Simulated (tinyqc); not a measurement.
Worked calculation: Hueckel theory of the pi electrons, for the molecule c1c[nH]cn1 (SMILES; centres numbered as the heavy atoms are written). One step of it, computed by the program tinyqc.

Problem. Orbitals. Diagonalise; E = alpha + x beta with beta < 0, so the largest x are filled first; degenerate levels share their electrons. P = sum n_i c_ri c_si; each orbital has its largest coefficient positive (the first on a tie).

Hueckel matrix in units of beta (H = alpha + beta A), lower triangle:
```
          1C        2C        3N        4C        5N
1C  0.000000
2C  1.000000  0.000000
3N  0.000000  0.800000  1.500000
4C  0.000000  0.000000  0.800000  0.000000
5N  1.000000  0.000000  0.000000  1.000000  0.500000
```

pi electrons, sum of z_r less the charge = 6

Give: x values; occupations; coefficients; charge and bond-order matrix P.

Solution.

x values: 2.3737  1.3785  0.6736  -0.9586  -1.4672

occupations: 2.0000  2.0000  2.0000  0.0000  0.0000

coefficients:
```
       MO1      MO2      MO3      MO4      MO5
1C  0.3112   0.4502   0.4842  -0.1808   0.6583
2C  0.3640  -0.0248   0.6207   0.5087  -0.4720
3N  0.6911  -0.6055  -0.0826  -0.3835   0.0428
4C  0.3907   0.1168  -0.5354   0.6700   0.3133
5N  0.3746   0.6454  -0.2945  -0.3354  -0.4939
```

charge and bond-order matrix P, lower triangle:
```
         1C       2C       3N      4C      5N
1C   1.0679
2C   0.8054   1.0369
3N  -0.1950   0.4306   1.7021
4C  -0.1702  -0.3860   0.4872  0.9059
5N   0.5289  -0.1250  -0.2150  0.7589  1.2872
```
